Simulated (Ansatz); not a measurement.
The following input was run with Ansatz 0.2.0.

```yaml
crystal:
  lattice:
    - [0.0, 3.153930758, 3.153930758]
    - [3.153930758, 0.0, 3.153930758]
    - [3.153930758, 3.153930758, 0.0]
  atoms:
    - { symbol: Mg, position: [0.0, 0.0, 0.0] }
    - { symbol: Te, position: [0.75, 0.75, 0.75] }
basis:
  ecutwfc: 420
kpoints:
  mp_grid: { grid: [8, 8, 8] }
hamiltonian:
  xc: pbe
scf:
  occupations: { method: gaussian, width: 0.02 }
output:
  forces: true
  stress: true
  eigenvalues: true
```

Run as
```bash
ansatz run input.yaml --threads 1 --pin off --max-ram 2560MiB --backend cpu --events-out ev --progress --plain --runs-dir out
```

Method: Ansatz, DFT PBE, scalar-relativistic, plane waves, PAW.

From the run's log, abridged (iterations and final results):

```
SCF iter   1: F=—  HF=-8905.455819 eV  |F-HF|=—  |Δ(HF+E_count)|=         —  Δρ=8.11e-4  dr2=6.69e-4  ethr=1.77e-3  ⟨swp⟩=6.0  Hψ=2712  notcnv=0
SCF iter   2: F=—  HF=-8905.454238 eV  |F-HF|=—  |Δ(HF+E_count)|=   1.58e-3  Δρ=3.43e-4  dr2=7.24e-5  ethr=2.57e-6  ⟨swp⟩=2.7  Hψ=1218  notcnv=0
SCF iter   3: F=—  HF=-8905.454255 eV  |F-HF|=—  |Δ(HF+E_count)|=   1.77e-5  Δρ=1.09e-4  dr2=5.41e-6  ethr=2.79e-7  ⟨swp⟩=2.0  Hψ=841  notcnv=0
SCF iter   4: F=—  HF=-8905.454257 eV  |F-HF|=—  |Δ(HF+E_count)|=   1.53e-6  Δρ=4.70e-5  dr2=9.45e-7  ethr=2.08e-8  ⟨swp⟩=2.0  Hψ=754  notcnv=0
SCF iter   5: F=-8905.454258 eV  HF=-8905.454258 eV  |F-HF|=1.61e-8  |Δ(HF+E_count)|=   1.25e-6  Δρ=7.84e-6  dr2=3.36e-8  ethr=3.64e-9  ⟨swp⟩=2.0  Hψ=609  notcnv=0
SCF iter   6: F=-8905.454258 eV  HF=-8905.454258 eV  |F-HF|=2.35e-10  |Δ(HF+E_count)|=   3.43e-8  Δρ=1.08e-6  dr2=3.37e-10  ethr=1.29e-10  ⟨swp⟩=3.0  Hψ=1987  notcnv=0
SCF 1 converged in 6 iterations: F = -8905.454258 eV  dr2 = 3.37e-10
SCF converged after 6 iterations
Free energy (F): -8905.454258 eV
Harris-Foulkes:  -8905.454258 eV  (|F-HF|=2.35e-10)
Internal energy: -8905.454258 eV  (E = F + TS)
E sigma→0 (E₀):  -8905.454258 eV
Fermi energy:    6.397407 eV
--- Per-component energies (eV) ---
  E_band       = -649.694242
  E_kinetic    = 257.686764
  E_local      = -3225.867055  (includes V_loc(G=0)·N_el)
  E_nonlocal   = -213.965438
  E_hartree    = 1542.087706
  E_xc         = -153.941271
  E_vxc        = -142.456130  (∫ρ·V_xc dr)
  E_paw        = -4955.534892  (= ΣΔE_a)
  E_vpaw       = -409.267523  (= ΣTr[D̂ρ^β])
  E_aug_tail   = -0.000180  (compensation charges beyond the density's cutoff)
  E_ewald      = -2155.919893
  E_smearing   =  0.000000  (= −TS)
--- Forces (eV/Å), atoms counted from 1 ---
  atom   1  Mg     0.00000000     0.00000000     0.00000000
  atom   2  Te     0.00000000     0.00000000     0.00000000
--- Stress (GPa, compression-positive) ---
        3.885406       0.000000       0.000000
        0.000000       3.885406       0.000000
        0.000000       0.000000       3.885406
  P = ⅓ Tr σ = 3.8854 GPa (38.854 kbar)
--- Band table (eV; the first three rows and the last of 29) ---
  k-point 0: bands = ["-69.9152", "-36.6702", "-36.6702", "-36.6702", "-30.0844", "-30.0844", "-30.0844", "-30.0744", "-30.0744", "-5.4219", "5.0266", "5.0266", "5.0266", "7.7828", "10.6053", "10.6053", "10.6053"]
  k-point 1: bands = ["-69.9152", "-36.6702", "-36.6702", "-36.6702", "-30.0845", "-30.0844", "-30.0844", "-30.0744", "-30.0744", "-5.3354", "4.2058", "4.9491", "4.9491", "8.4325", "10.5781", "10.7867", "10.7867"]
  k-point 2: bands = ["-69.9152", "-36.6702", "-36.6702", "-36.6702", "-30.0846", "-30.0842", "-30.0842", "-30.0743", "-30.0743", "-5.1083", "2.9125", "4.7798", "4.7798", "8.7267", "10.9369", "10.9369", "11.4173"]
  k-point 28: bands = ["-69.9152", "-36.6703", "-36.6702", "-36.6702", "-30.0848", "-30.0843", "-30.0835", "-30.0744", "-30.0740", "-4.4795", "2.1626", "2.9479", "3.4238", "9.6147", "10.9992", "11.4037", "11.4993"]
```

Self-consistency was reached.

Time: 2.4 s on 1 thread of Intel(R) Xeon(R) Platinum 8488C (Sapphire Rapids), on a shared host, peak memory 0.35 GiB.